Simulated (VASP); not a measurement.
Input of a VASP 6.6.1 run:

INCAR

```
SYSTEM = InSe
ALGO = Normal
DIPOL = 0.5 0.5 0.500
EDIFF = 1E-7
ENCUT = 520
GGA = PE
GGA_COMPAT = .False.
IDIPOL = 3
ISIF = 2
ISMEAR = 0
IVDW = 12
KPAR = 4
LASPH = .True.
LCHARG = .False.
LDIPOL = .True.
LORBIT = 11
LREAL = .False.
LSORBIT = .True.
LVACPOTAV = .True.
LVHAR = .True.
LWAVE = .False.
MAGMOM = 0 0 0 0 0 0 0 0 0 0 0 0 0 0 0 0 0 0 0 0 0 0 0 0 0 0 0 0 0 0 0 0 0 0 0 0
NBANDS = 138
NELM = 80
PREC = Accurate
SIGMA = 0.03
```

File KPOINTS:

```
k-points
0
Gamma
  9 9 1
  0 0 0
```

Contents of POSCAR:

```
InSe                                    
1.0
    4.0326492982      0.0000000000      0.0000000000
   -2.0163246491      3.4923767418      0.0000000000
    0.0000000000      0.0000000000     40.2377120000
  Se              In            
     6     6
Direct
     0.0000000000000000    0.0000000000000000    0.2260665145421235
     0.0000000000000000    0.0000000000000000    0.3597532231691628
     0.6666666699999979    0.3333333300000021    0.4332963079836505
     0.6666666699999979    0.3333333300000021    0.5667206531990853
     0.3333333300000021    0.6666666699999979    0.6402187966260703
     0.3333333300000021    0.6666666699999979    0.7738616689172029
     0.6666666699999979    0.3333333300000021    0.2582189200510114
     0.6666666699999979    0.3333333300000021    0.3276815510392913
     0.3333333300000021    0.6666666699999979    0.4652822692367273
     0.3333333300000021    0.6666666699999979    0.5346912625083873
     0.0000000000000000    0.0000000000000000    0.6722476630599372
     0.0000000000000000    0.0000000000000000    0.7417094696673506
```

Contents of KPOINTS_OPT:

```
explicit points
67
Reciprocal
 0.0000000000  0.0000000000  0.0000000000 1
 0.0357142900  0.0000000000  0.0000000000 1
 0.0714285700  0.0000000000  0.0000000000 1
 0.1071428600  0.0000000000  0.0000000000 1
 0.1428571400  0.0000000000  0.0000000000 1
 0.1785714300  0.0000000000  0.0000000000 1
 0.2142857100  0.0000000000  0.0000000000 1
 0.2500000000  0.0000000000  0.0000000000 1
 0.2857142900  0.0000000000  0.0000000000 1
 0.3214285700  0.0000000000  0.0000000000 1
 0.3571428600  0.0000000000  0.0000000000 1
 0.3928571400  0.0000000000  0.0000000000 1
 0.4285714300  0.0000000000  0.0000000000 1
 0.4642857100  0.0000000000  0.0000000000 1
 0.5000000000  0.0000000000  0.0000000000 1
 0.4791666700  0.0416666700  0.0000000000 1
 0.4583333300  0.0833333300  0.0000000000 1
 0.4375000000  0.1250000000  0.0000000000 1
 0.4166666700  0.1666666700  0.0000000000 1
 0.3958333300  0.2083333300  0.0000000000 1
 0.3750000000  0.2500000000  0.0000000000 1
 0.3541666700  0.2916666700  0.0000000000 1
 0.3333333300  0.3333333300  0.0000000000 1
 0.3137254900  0.3137254900  0.0000000000 1
 0.2941176500  0.2941176500  0.0000000000 1
 0.2745098000  0.2745098000  0.0000000000 1
 0.2549019600  0.2549019600  0.0000000000 1
 0.2352941200  0.2352941200  0.0000000000 1
 0.2156862700  0.2156862700  0.0000000000 1
 0.1960784300  0.1960784300  0.0000000000 1
 0.1764705900  0.1764705900  0.0000000000 1
 0.1568627500  0.1568627500  0.0000000000 1
 0.1372549000  0.1372549000  0.0000000000 1
 0.1176470600  0.1176470600  0.0000000000 1
 0.0980392200  0.0980392200  0.0000000000 1
 0.0784313700  0.0784313700  0.0000000000 1
 0.0588235300  0.0588235300  0.0000000000 1
 0.0392156900  0.0392156900  0.0000000000 1
 0.0196078400  0.0196078400  0.0000000000 1
 0.0000000000  0.0000000000  0.0000000000 1
 0.0000000000  0.0000000000  0.0000000000 1
 0.0076394400 -0.0038197200  0.0000000000 1
-0.0076394400  0.0038197200  0.0000000000 1
 0.0222816900 -0.0111408500  0.0000000000 1
-0.0222816900  0.0111408500  0.0000000000 1
-0.0000000000  0.0066159500  0.0000000000 1
 0.0000000000 -0.0066159500  0.0000000000 1
-0.0000000000  0.0192965100  0.0000000000 1
 0.0000000000 -0.0192965100  0.0000000000 1
 0.5000000000  0.0000000000  0.0000000000 1
 0.5076394400 -0.0038197200  0.0000000000 1
 0.4923605600  0.0038197200  0.0000000000 1
 0.5222816900 -0.0111408500  0.0000000000 1
 0.4777183100  0.0111408500  0.0000000000 1
 0.5000000000  0.0066159500  0.0000000000 1
 0.5000000000 -0.0066159500  0.0000000000 1
 0.5000000000  0.0192965100  0.0000000000 1
 0.5000000000 -0.0192965100  0.0000000000 1
 0.3333333300  0.3333333300  0.0000000000 1
 0.3409727700  0.3295136100  0.0000000000 1
 0.3256938900  0.3371530500  0.0000000000 1
 0.3556150200  0.3221924800  0.0000000000 1
 0.3110516400  0.3444741800  0.0000000000 1
 0.3333333300  0.3399492800  0.0000000000 1
 0.3333333300  0.3267173800  0.0000000000 1
 0.3333333300  0.3526298400  0.0000000000 1
 0.3333333300  0.3140368200  0.0000000000 1
```

Potentials or basis: VASP PAW PBE potentials, release 64 (Se, In_d).

Run with:

```console
$ cat potpaw_PBE.64/Se/POTCAR potpaw_PBE.64/In_d/POTCAR > POTCAR
$ mpirun -np 4 vasp_ncl > vasp.out
```

(1) Predict the dispersion energy per atom.

(2) Estimate the work function of the lower face.

(3) What does it give for the work function of the upper face?

## Answers

(1) -0.273 eV.

(2) 5.31 eV.

(3) 5.32 eV.
